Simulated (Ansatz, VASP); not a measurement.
## Two plane-wave programs on Ge

File INCAR:

```
ALGO = Normal
EDIFF = 1E-7
ENCUT = 520
ISIF = 2
ISMEAR = -1
LASPH = T
LCHARG = T
LELF = T
LREAL = F
LVHAR = T
LWAVE = F
NBANDS = 21
NELM = 80
PREC = Accurate
SIGMA = 0.05
```

Contents of KPOINTS:

```
k-points
0
Gamma
  10 10 6
```

The input POSCAR:

```
Ge
1.0
    1.5172378428     -2.6455787966      0.0000000000
    1.5172378428      2.6455787966      0.0000000000
    0.0000000000      0.0000000000      4.8203172867
Ge
2
Direct
    0.3334466300      0.6665533700      0.2500000000
    0.6665533700      0.3334466300      0.7500000000
```

Contents of input.yaml:

```yaml
crystal:
  lattice:
    - [1.5172378428, -2.6455787966, 0.0]
    - [1.5172378428, 2.6455787966, 0.0]
    - [0.0, 0.0, 4.8203172867]
  atoms:
    - { symbol: Ge, position: [0.33344663, 0.66655337, 0.25] }
    - { symbol: Ge, position: [0.66655337, 0.33344663, 0.75] }
hamiltonian:
  xc: lda
  pseudopotentials: { kind: paw }
kpoints:
  mp_grid: { grid: [10, 10, 6] }
scf:
  occupations: { method: fermi_dirac, width: 0.05 }
output:
  forces: true
  stress: true
  eigenvalues: true
  write_density: true
  write_potential: true
  elf: true
  volumetric_format: npy
```

This isn't the form of Ge at room conditions, which is diamond.

Alike in both runs: task single point; functional LDA; k mesh 10 × 10 × 6; occupations fermi-dirac, width 0.05 eV; no spin polarisation.

|  | VASP | Ansatz |
| --- | --- | --- |
| version | VASP 6.6.1 | Ansatz 0.2.0 |
| potentials or method | VASP PAW LDA potentials, release 64 (Ge_d) | Ansatz PAW |
| plane-wave cutoff (eV) | 520 | 420 |
| valence electrons in the cell | 28 | 28 |

```tsv
	VASP	Ansatz	Ansatz less VASP
gap on the k mesh at the Fermi level (eV)	none	none	-
pressure (GPa)	-5.0	-5.1	-0.03
largest component of the traceless stress (GPa)	1.24	1.23	-0.013
```

A gap of «none» marks a metal or a gap that the smearing closes.

Caveats: the PAW data sets come from PBE, with cores solved anew for the run's functional, which leaves a small shift of forces and pressure (Ansatz).
